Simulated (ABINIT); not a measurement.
Wanted: the native input for an ABINIT 10.8.3 (patched build) run.

* Task: single point
* Functional: PBE
* Potentials or basis: JTH PAW PBE v2.0
* Cutoff: 599 eV
* k mesh: 8 × 8 × 8
* Occupations: fermi-dirac, width 0.05 eV
* Spin: no spin polarisation
* Fine-grid cutoff: 1197.3 eV
* Exchange and correlation inside the PAW spheres: full angular mesh (pawxcdev 0, this build's default; the released program takes 1)

CdS (Hawleyite):

```
CELL_PARAMETERS angstrom
0.00000 2.91650 2.91650
2.91650 0.00000 2.91650
2.91650 2.91650 0.00000
ATOMIC_POSITIONS crystal
Cd 0.00000 0.00000 0.00000
S 0.75000 0.75000 0.75000
```

The input as run:

run.abi

```
pp_dirpath "./"
pseudos "Cd.GGA_PBE-JTH.xml, S.GGA_PBE-JTH.xml"

acell 7.7942771716 7.7942771716 7.7942771716
rprim
     0.0000000000     0.7071067812     0.7071067812
     0.7071067812     0.0000000000     0.7071067812
     0.7071067812     0.7071067812     0.0000000000
ntypat 2
znucl 48 16
natom 2
typat 1 2
xcart
     0.0000000000     0.0000000000     0.0000000000
     8.2670793637     8.2670793637     8.2670793637

ecut 22.0
pawecutdg 44.0

kptopt 1
ngkpt 8 8 8
nshiftk 1
shiftk 0.0 0.0 0.0

ixc 11

nband 13
occopt 3
tsmear 0.05 eV

nstep 100
tolvrs 1.0e-9

iomode 3
prtwf 0
prteig 0
prtebands 0
enunit 2
prtden 1
prtvha 1
prtvclmb 1
prtpot 1
```

Potentials or basis: JTH PAW PBE v2.0.

The run is started by

```sh
$ abinit run.abi > log 2>&1
```

Results of the run:

```
Pressure                                              : 2.9 GPa
Band gap on the k mesh                                : 1.13 eV, direct
Valence electrons inside the program's atomic spheres : Cd 10.48; S 3.59
```

Wall time 35 s on 1 thread of Arm Neoverse V1, on a shared host, peak memory 0.14 GiB.
